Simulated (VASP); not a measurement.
# GaN (P6_3mc) in VASP: further runs

One crystal, GaN, is run at these levels: PBE; tasks: relaxation of cell and atoms.

Everything below comes from runs of VASP 6.6.1. Logs are shortened: lines on timing, memory, paths and dates and some standing lists are left out, and cuts for length are marked.

## (1) Starting point

It takes space group P6_3mc (No. 186, hexagonal). The conventional cell has a = 3.189 Å, b = 3.189 Å, c = 5.192 Å, α = 90.00°, β = 90.00°, γ = 120.00°. Around Ga (site symmetry 3m) lie 4 N at 1.95 to 1.96 Å. N (site symmetry 3m) is surrounded by 4 Ga at 1.95 to 1.96 Å.

The cell is a database's computed one.

## (2) Relaxation of cell and atoms, PBE

The input, INCAR:

```
  PREC = Accurate
  ENCUT = 600
  EDIFF = 1E-6
  ISMEAR = 0
  SIGMA = 0.02
  LREAL = False
  LASPH = True
  NELM = 120
  ALGO = Fast
  ISIF = 3
  LWAVE = False
  LCHARG = False
  GGA = PE
  IBRION = 2
  NSW = 80
  EDIFFG = -0.005
  KPAR = 4
```

The input, KPOINTS:

```
Automatic mesh
0
Gamma
  11 11 6
```

The input, POSCAR:

```
GaN
1.0
    3.1889304000      0.0000000000      0.0000000000
   -1.5944652000      2.7616947000      0.0000000000
    0.0000000000      0.0000000000      5.1923572000
Ga N
2 2
Direct
    0.6666666700      0.3333333300      0.4990837100
    0.3333333300      0.6666666700      0.9990837100
    0.6666666700      0.3333333300      0.8759162900
    0.3333333300      0.6666666700      0.3759162900
```

Potentials or basis: VASP PAW PBE potentials, release 64 (Ga_d, N).

Command:

```
$ cat potpaw_PBE.64/Ga_d/POTCAR potpaw_PBE.64/N/POTCAR > POTCAR
$ mpirun -np 4 vasp_std > vasp.out
```

OUTCAR:

```text
PREC = Accurate
   ENCUT = 600
   EDIFF = 1E-6
   ISMEAR = 0
   LREAL = False
   LASPH = True
   NELM = 120
   ISIF = 3
   GGA = PE
   IBRION = 2
   NSW = 80
   EDIFFG = -0.005

 ion  position               nearest neighbor table
   1  0.667  0.333  0.499-   4 1.95   4 1.95   4 1.95   3 1.96
   2  0.333  0.667  0.999-   3 1.95   3 1.95   3 1.95   4 1.96
   3  0.667  0.333  0.876-   2 1.95   2 1.95   2 1.95   1 1.96
   4  0.333  0.667  0.376-   1 1.95   1 1.95   1 1.95   2 1.96

  LATTYP: Found a hexagonal cell.
 ALAT       =     3.1889304000
 C/A-ratio  =     1.6282441285

  Lattice vectors:

 A1 = (   3.1889304000,   0.0000000000,   0.0000000000)
 A2 = (  -1.5944652000,   2.7616947000,   0.0000000000)
 A3 = (   0.0000000000,   0.0000000000,   5.1923572000)

Analysis of symmetry for initial positions (statically):
=====================================================================
 Subroutine PRICEL returns:
 Original cell was already a primitive cell.

 Routine SETGRP: Setting up the symmetry group for a
 hexagonal supercell.

 Subroutine GETGRP returns: Found 12 space group operations
 (whereof  6 operations were pure point group operations)
 out of a pool of 24 trial point group operations.

The static configuration has the point symmetry C_3v.
 The point group associated with its full space group is C_6v.

Analysis of symmetry for dynamics (positions and initial velocities):
=====================================================================
 Subroutine PRICEL returns:
 Original cell was already a primitive cell.

 Routine SETGRP: Setting up the symmetry group for a
 hexagonal supercell.

 Subroutine GETGRP returns: Found 12 space group operations
 (whereof  6 operations were pure point group operations)
 out of a pool of 24 trial point group operations.

The dynamic configuration has the point symmetry C_3v.
 The point group associated with its full space group is C_6v.

 Subroutine INISYM returns: Found 12 space group operations
 (whereof  6 operations are pure point group operations),
 and found     1 'primitive' translations

----------------------------------------------------------------------------------------
[... 117 lines left out ...]
     AMIX_MAG =   1.60;   BMIX_MAG =  1.00
  volume/ion in A,a.u.               =      11.43        77.15
  Fermi-wavevector in a.u.,A,eV,Ry     =   1.511636  2.856578 31.089905  2.285044
  Thomas-Fermi vector in A             =   2.621667
   LORBIT       =      0    0 simple, 1 ext, 2 COOP (PROOUT), +10 PAW based schemes
   GGA     = PE    functional components
   LHFCALC =     F    Hartree Fock is set to
   AEXX    =    0.0000 exact exchange contribution
   IVDW    =     0    specifies the selected vdW correction
   LEPSILON=     F    determine dielectric tensor
   LRPA    =     F    only Hartree local field effects (RPA)
 conjugate gradient relaxation of ions
 non-spin polarized calculation
 RMM-DIIS sequential band-by-band and
 Gauss-broadening in eV      SIGMA  =   0.02
  energy-cutoff  :      600.00
  volume of cell :       45.73
 maximum number of plane-waves:      1544
 NGX is ok and might be reduce to    28
   NGX = 13   NGY = 13   NGZ = 21

--------------------------------------- Ionic step        1  -------------------------------------------

 number of electron      35.9999997 magnetization

 Free energy of the ion-electron system (eV)
  ---------------------------------------------------
  ext. energy  EPLUGINS =         0.00000000
  ---------------------------------------------------
  free energy    TOTEN  =       -24.30905153 eV

  energy without entropy =      -24.30905153  energy(sigma->0) =      -24.30905153

------------------------ aborting loop because EDIFF is reached ----------------------------------------

  FORCE on cell =-STRESS in cart. coord.  units (eV):
  Direction    XX          YY          ZZ          XY          YZ          ZX
  --------------------------------------------------------------------------------------
  -------------------------------------------------------------------------------------
  Total        1.3016335      1.3016335      1.3390163      0.0000000      0.0000000      0.0000000
  in kB       45.6051655     45.6051643     46.9149417      0.0000000      0.0000000      0.0000000
  external PRESSURE =      46.0417572 kB  Pullay stress =       0.0000000 kB
[... 95 lines left out ...]
  FREE ENERGIE OF THE ION-ELECTRON SYSTEM (eV)
  ---------------------------------------------------
  free  energy   TOTEN  =       -24.3289812869 eV

  energy  without entropy=      -24.3289812869  energy(sigma->0) =      -24.32898129

[... ionic steps 4 to 11 ...]

--------------------------------------- Ionic step       12  -------------------------------------------

 number of electron      36.0000002 magnetization

------------------------ aborting loop because EDIFF is reached ----------------------------------------
[... 71 lines left out ...]
--------------------------------------- Ionic step       14  -------------------------------------------

 number of electron      36.0000002 magnetization

 Free energy of the ion-electron system (eV)
  ---------------------------------------------------
  ext. energy  EPLUGINS =         0.00000000
  ---------------------------------------------------
  free energy    TOTEN  =       -24.32900267 eV

  energy without entropy =      -24.32900267  energy(sigma->0) =      -24.32900267

 E-fermi :   5.1241     XC(G=0): -11.5172

 val. band max:        5.0127301826   @ k =   0.0000   0.0000   0.0000
 cond. band min:       6.7310486678   @ k =   0.0000   0.0000   0.0000
 fundamental gap:      1.7183184852
 Fermi energy:         5.1241107998

 k-point     1 :       0.0000    0.0000    0.0000
  band No.  band energies     occupation
      1     -10.7263      2.00000
      2      -9.9019      2.00000
      3      -8.4083      2.00000
      4      -8.3940      2.00000
      5      -8.3940      2.00000
      6      -8.3382      2.00000
[... 589 lines left out ...]
     21      12.3505      0.00000
     22      13.0041      0.00000

 [... further k-points ...]

------------------------ aborting loop because EDIFF is reached ----------------------------------------

  FORCE on cell =-STRESS in cart. coord.  units (eV):
  Direction    XX          YY          ZZ          XY          YZ          ZX
  --------------------------------------------------------------------------------------
  -------------------------------------------------------------------------------------
  Total        0.0093776      0.0093776      0.0115506      0.0000000      0.0000000      0.0000000
  in kB        0.3195727      0.3195727      0.3936238      0.0000000      0.0000000      0.0000000
  external PRESSURE =       0.3442564 kB  Pullay stress =       0.0000000 kB
[... 19 lines left out ...]
  FREE ENERGIE OF THE ION-ELECTRON SYSTEM (eV)
  ---------------------------------------------------
  free  energy   TOTEN  =       -24.3290026732 eV

  energy  without entropy=      -24.3290026732  energy(sigma->0) =      -24.32900267

 reached required accuracy - stopping structural energy minimisation
```

OSZICAR:

```text
N       E                     dE             d eps       ncg     rms          rms(c)
DAV:   1     0.297794432420E+03    0.29779E+03   -0.19985E+04  2886   0.331E+03
DAV:   2     0.112802862091E+02   -0.28651E+03   -0.27727E+03  3064   0.573E+02
[... 104 lines left out ...]
  13 F= -.24329000E+02 E0= -.24329000E+02  d E =0.255797E-06
       N       E                     dE             d eps       ncg     rms          rms(c)
DAV:   1    -0.243290153805E+02   -0.15461E-04   -0.35573E-04  3132   0.164E-01    0.216E-02
RMM:   2    -0.243290072945E+02    0.80860E-05   -0.19899E-05  3271   0.508E-02    0.129E-02
RMM:   3    -0.243290026270E+02    0.46675E-05   -0.11065E-05  3000   0.251E-02    0.116E-03
RMM:   4    -0.243290026732E+02   -0.46172E-07   -0.16510E-06  1801   0.134E-02
  14 F= -.24329003E+02 E0= -.24329003E+02  d E =-.292185E-05
```

CONTCAR:

```text
GaN
   1.00000000000000
     3.2179334273741182    0.0000000000000000    0.0000000000000000
    -1.6089667136870591    2.7868120574753994    0.0000000000000000
    -0.0000000000000000    0.0000000000000000    5.2426212727088926
  Ga              N
     2     2
Direct
     0.6666666699999979    0.3333333300000021    0.4991180236913055
     0.3333333300000021    0.6666666699999979    0.9991180236913055
     0.6666666699999979    0.3333333300000021    0.8758819763086945
     0.3333333300000021    0.6666666699999979    0.3758819763086945

  0.00000000E+00  0.00000000E+00  0.00000000E+00
  0.00000000E+00  0.00000000E+00  0.00000000E+00
  0.00000000E+00  0.00000000E+00  0.00000000E+00
  0.00000000E+00  0.00000000E+00  0.00000000E+00
```

Run time: 2.5 min. Hardware: 4 MPI ranks of Intel Xeon Platinum 8488C (Sapphire Rapids), shared host; peak memory 0.23 GiB.

What came out:

```
Free energy                            : -24.3290 eV
Relaxed volume                         : 11.75 Å³/atom
Relaxed cell                           : a = 3.218 Å, b = 3.218 Å, c = 5.243 Å, α = 90.00°, β = 90.00°, γ = 120.00°
Space group after relaxing (to 0.05 Å) : P6_3mc (No. 186)
Energy gained by relaxing              : 5.0 meV/atom
Ionic steps                            : 14
Pressure after relaxing                : 0.0 GPa
Band gap on the k mesh                 : 1.72 eV, direct
```

The path:
```csv
step,energy change (eV),largest force (eV/Å),pressure (GPa),volume (Å³)
1,0.0000,0.0055,4.60,45.73
2,-0.0109,0.0041,-3.11,47.94
3,-0.0199,0.0003,-0.20,47.06
4,-0.0199,0.0005,0.05,47.01
5,-0.0199,0.0001,-0.35,47.03
6,-0.0197,0.0042,0.58,46.87
7,-0.0199,0.0008,0.08,47.00
8,-0.0199,0.0008,0.03,47.00
9,-0.0199,0.0007,0.08,47.01
10,-0.0199,0.0003,-0.12,47.02
11,-0.0199,0.0006,0.12,47.01
12,-0.0199,0.0005,-0.04,47.02
13,-0.0199,0.0005,0.01,47.01
14,-0.0200,0.0012,0.03,47.01
```

Final structure:
```yaml
crystal:
  lattice:
    - [3.21793, 0.00000, 0.00000]
    - [-1.60897, 2.78681, 0.00000]
    - [0.00000, 0.00000, 5.24262]
  atoms:
    - { symbol: Ga, position: [0.66667, 0.33333, 0.49912] }
    - { symbol: Ga, position: [0.33333, 0.66667, 0.99912] }
    - { symbol: N, position: [0.66667, 0.33333, 0.87588] }
    - { symbol: N, position: [0.33333, 0.66667, 0.37588] }
```

(Continued in part 2 of 2.)
